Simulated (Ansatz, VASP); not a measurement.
**Pb: VASP beside Ansatz**

```
Pb
1.0
     4.81230    0.00000    0.00000
    -2.40615    4.16758    0.00000
     0.00000    0.00000    7.91905
Pb
4
Direct
  0.33333 0.66667 0.06272
  0.66667 0.33333 0.56272
  0.33333 0.66667 0.43728
  0.66667 0.33333 0.93728
```

Alike in both runs: functional LDA; k mesh 12 × 12 × 6; occupations gaussian, width 0.1 eV; no spin polarisation.

Ansatz relaxed the structure, and its values are those at the end. VASP's run is a single point on that final structure, the one shown.

```csv
,VASP,Ansatz
version,VASP 6.6.1,Ansatz 0.2.0
potentials or method,"VASP PAW LDA potentials, release 64 (Pb_d)","scalar-relativistic, plane waves, PAW"
plane-wave cutoff (eV),520,420
valence electrons in the cell,56,56
```

|  | VASP | Ansatz | Ansatz less VASP |
| --- | --- | --- | --- |
| gap on the k mesh at the Fermi level (eV) | none | none | - |
| pressure (GPa) | 0.0 | 0.0 | -0.03 |

A gap of «none» marks a metal or a gap that the smearing closes.

Spin-orbit coupling is left out, which matters for the levels of Pb.
